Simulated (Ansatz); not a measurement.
SiNi3:

```
Ni Si
1.0
     3.54200    0.00000    0.00000
     0.00000    3.54200    0.00000
     0.00000    0.00000    3.54200
Ni Si
3 1
Direct
  0.50000 0.50000 0.00000
  0.50000 0.00000 0.50000
  0.00000 0.50000 0.50000
  0.00000 0.00000 0.00000
```

```yaml
Program: Ansatz 0.2.0
Task: relaxation of cell and atoms
Functional: PBE
Dispersion: D4
Potentials_or_basis: Ansatz PAW
Cutoff: "420 eV (not typed: the program's choice for these potentials)"
k_mesh: 8 × 8 × 8
Occupations: fermi-dirac, width 0.05 eV
Spin: collinear spin, ferromagnetic start
Starting_moments: "[1.0, 1.0, 1.0, 0.0] μB"
```

At the start: volume 11.11 Å³/atom.

Task: How do energy, volume and symmetry change on relaxing?

Result: It ends after 5 steps and the volume is 10.45 Å³/atom (-6.0 %); space group Pm-3m (No. 221, to 0.05 Å); moment 0.00 μB per cell.

Step by step:
| step | energy change (eV) | largest force (eV/Å) | volume (Å³) |
| --- | --- | --- | --- |
| 1 | 0.0000 | 0.0000 | 44.44 |
| 2 | -0.0881 | 0.0000 | 42.93 |
| 3 | -0.1103 | 0.0000 | 41.63 |
| 4 | -0.1106 | 0.0000 | 41.78 |
| 5 | -0.1096 | 0.0000 | 41.78 |

Final structure:
```
Ni Si
1.0
     3.47008    0.00000    0.00000
     0.00000    3.47008    0.00000
     0.00000    0.00000    3.47008
Ni Si
3 1
Direct
  0.50000 0.50000 0.00000
  0.50000 0.00000 0.50000
  0.00000 0.50000 0.50000
  0.00000 0.00000 0.00000
```

Caveat: the plane-wave basis is chosen anew once the cell has moved, so the energies of steps on either side of that aren't comparable; pairwise dispersion overbinds metals, which lowers pressure and volume; the starting moments weren't kept.
